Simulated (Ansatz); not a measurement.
Space group P6_3/mmc (No. 194). a = 2.871 Å, b = 2.871 Å, c = 9.338 Å, α = 90.00°, β = 90.00°, γ = 120.00°
```json
{"atom": "Ag", "site": "2c", "symmetry": "-6m2", "x": "0.3333", "y": "0.6667", "z": "0.2500"}
{"atom": "Ag", "site": "2a", "symmetry": "-3m.", "x": "0.0000", "y": "0.0000", "z": "0.0000"}
```

Equation of state of this Ag structure (not necessarily the ground state), with shape and atoms relaxed at each volume where symmetry leaves them free. It has no gap at any of these volumes. Method: DFT PBEsol, scalar-relativistic, plane waves, PAW in Ansatz 0.2.0.

Plane waves to 420 eV, a k mesh through Γ of 18×18×4 on the computed 4-atom cell and Gaussian smearing (0.10 eV); no spin polarisation.

```json
{"V (Å³/atom)": "14.664", "E − E(largest V) (meV/atom)": "68.55", "P (GPa)": "21.86"}
{"V (Å³/atom)": "15.164", "E − E(largest V) (meV/atom)": "11.89", "P (GPa)": "14.68"}
{"V (Å³/atom)": "15.664", "E − E(largest V) (meV/atom)": "-24.42", "P (GPa)": "8.79"}
{"V (Å³/atom)": "16.164", "E − E(largest V) (meV/atom)": "-44.04", "P (GPa)": "3.96"}
{"V (Å³/atom)": "16.664", "E − E(largest V) (meV/atom)": "-49.96", "P (GPa)": "0.01"}
{"V (Å³/atom)": "17.164", "E − E(largest V) (meV/atom)": "-44.72", "P (GPa)": "-3.22"}
{"V (Å³/atom)": "17.664", "E − E(largest V) (meV/atom)": "-30.36", "P (GPa)": "-5.85"}
{"V (Å³/atom)": "18.330", "E − E(largest V) (meV/atom)": "0.00", "P (GPa)": "-8.58"}
```

Question: Fit a third-order Birch–Murnaghan equation to E(V).

Answer: V0 = 16.66 Å³/atom, B0 = 119 GPa, B0' = 5.7.

This form isn't the element's structure at ambient conditions.